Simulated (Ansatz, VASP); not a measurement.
# Two plane-wave programs on K

```
K
1.0
     4.05181    0.00000    0.00000
     0.00000    4.31044    0.00000
     0.00000    0.00000    4.31044
K
1
Direct
  0.00000 0.00000 0.00000
```

Change from the starting cell: strain -0.0600 x Voigt [1, 0, 0, 0, 0, 0], atoms carried along.

Alike in both runs: task single point; functional PBE; k mesh 12 × 12 × 12; occupations gaussian, width 0.15 eV; no spin polarisation.

|  | VASP | Ansatz |
| --- | --- | --- |
| version | VASP 6.6.1 | Ansatz 0.2.0 |
| potentials or method | VASP PAW PBE potentials, release 64 (K_sv) | scalar-relativistic, plane waves, PAW |
| plane-wave cutoff (eV) | 520 | 420 |
| valence electrons in the cell | 9 | 9 |

```csv
,VASP,Ansatz,Ansatz less VASP
gap on the k mesh at the Fermi level (eV),none,none,-
pressure (GPa),0.2,0.2,+0.01
largest component of the traceless stress (GPa),0.45,0.45,-0.001
```

A gap of «none» marks a metal or a gap that the smearing closes. With one functional, cell and mesh, what is left measures potentials, basis and numerics.
